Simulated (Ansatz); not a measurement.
# AlNi2: tests of the settings

An exercise on one series of results from a longer session: the logs are not shown, and one member is left open.

Program: Ansatz 0.2.0. Level of theory: DFT r2SCAN, scalar-relativistic, plane waves, PAW. These are calculated values, not measurements.

2 further runs of the same task are left out: 2 for a known fault of the program.

**The system as given**

The structure is trigonal, space group P-3m1 (No. 164). Conventional cell: a = 3.974 Å, b = 3.974 Å, c = 4.904 Å, α = 90.00°, β = 90.00°, γ = 120.00°. Al (site symmetry 3m) has 8 Ni at 2.37 to 2.48 Å as nearest neighbours. Around Ni (site symmetry 3m) lie 5 Al at 2.37 to 2.48 Å and 3 Ni at 2.47 Å. Around Ni (site symmetry -3m) lie 8 Ni at 2.45 to 2.47 Å and 6 Al at 2.75 Å. Ni (site symmetry -3m) is surrounded by 8 Ni at 2.45 to 2.77 Å and 6 Al at 2.48 Å.

Coordinates:

```xyz
6
Lattice="3.9740 0.0000 0.0000 -1.9870 3.4416 0.0000 0.0000 0.0000 4.9043" Properties=species:S:1:pos:R:3 pbc="T T T"
Al    0.0000    2.2944    0.9312
Al    1.9870    1.1472    3.9731
Ni    0.0000    2.2944    3.3600
Ni    1.9870    1.1472    1.5443
Ni    0.0000    0.0000    2.4521
Ni    0.0000    0.0000    0.0000
```

Source of the structure: the Materials Project (structure only). It is taken as it stands there.

**The base input**

The input, input.yaml:

```yaml
crystal:
  lattice:
    - [3.9740030242, 0.0, 0.0]
    - [-1.9870015121, 3.4415875737, 0.0]
    - [0.0, 0.0, 4.90425882]
  atoms:
    - { symbol: Al, position: [0.33333333, 0.66666667, 0.18987406] }
    - { symbol: Al, position: [0.66666667, 0.33333333, 0.81012594] }
    - { symbol: Ni, position: [0.33333333, 0.66666667, 0.68511004] }
    - { symbol: Ni, position: [0.66666667, 0.33333333, 0.31488996] }
    - { symbol: Ni, position: [0.0, 0.0, 0.5] }
    - { symbol: Ni, position: [0.0, 0.0, 0.0] }
basis:
  ecutwfc: 500
kpoints:
  mp_grid: { grid: [12, 12, 8] }
hamiltonian:
  xc: r2scan
scf:
  occupations: { method: gaussian, width: 0.1 }
output:
  forces: true
  stress: true
  eigenvalues: true
  populations: true
  write_density: true
  write_potential: true
  elf: true
  volumetric_format: npy
```

It was run beforehand and gave: -4077.4821 eV/atom at zero smearing, pressure 0.65 GPa, largest force 0.010 eV/Å, no gap on the mesh, in 12 SCF cycles and 56 s.

The first run:

The input, input.yaml:

```yaml
crystal:
  lattice:
    - [3.9740030242, 0.0, 0.0]
    - [-1.9870015121, 3.4415875737, 0.0]
    - [0.0, 0.0, 4.90425882]
  atoms:
    - { symbol: Al, position: [0.3333333333, 0.6666666667, 0.18987406] }
    - { symbol: Al, position: [0.6666666667, 0.3333333333, 0.81012594] }
    - { symbol: Ni, position: [0.3333333333, 0.6666666667, 0.68511004] }
    - { symbol: Ni, position: [0.6666666667, 0.3333333333, 0.31488996] }
    - { symbol: Ni, position: [0.0, 0.0, 0.5] }
    - { symbol: Ni, position: [0.0, 0.0, 0.0] }
basis:
  ecutwfc: 500
kpoints:
  mp_grid: { grid: [1, 1, 1] }
hamiltonian:
  xc: r2scan
scf:
  occupations: { method: gaussian, width: 0.1 }
output:
  forces: true
  stress: true
  eigenvalues: true
```

Command:

```sh
$ ansatz run input.yaml --threads 1 --pin off --max-ram 2560MiB --backend cpu --events-out ev --progress --plain --runs-dir out
```

Among the steps run: K-point mesh: 1×1×1; K-point mesh: 3×3×2; K-point mesh set to 6×6×4; K-point mesh: 6×6×6; K-point mesh: 12×12×6; K-point mesh set to 12×12×10; K-point mesh set to 18×18×12.

One of the session's tables, all rows but one given; the rest of the session is left out.

It belongs to the step «What the k-point mesh changes». 

| mesh | ΔE (meV/atom) | pressure (GPa) | largest change of a force component (eV/Å) |
| --- | --- | --- | --- |
| 1×1×1 | 671 | 3.27 | 1.381 |
| 3×3×2 | 29.1 | 1.05 | 0.153 |
| 6×6×4 | 2.05 | 0.70 | 0.016 |
| 6×6×6 | ? | ? | ? |
| 12×12×6 | -0.30 | 0.65 | 0.008 |
| 12×12×8 | -0.21 | 0.65 | 0.002 |
| 12×12×10 | -0.08 | 0.65 | 0.006 |
| 18×18×12 | 0.00 | 0.65 | 0.000 |

Estimate the missing values for 6×6×6.

As computed: ΔE (meV/atom): 1.88; pressure (GPa): 0.70; largest change of a force component (eV/Å): 0.011. In the column «ΔE (meV/atom)» it lies between 18×18×12 (0.00) and 6×6×4 (2.05).

Limits of these values: The error changes sign along the series, since a k mesh isn't variational, and a metal needs dense meshes to resolve its Fermi surface. Spin polarisation is off in the runs that give these values; a magnetic solution could lie lower.
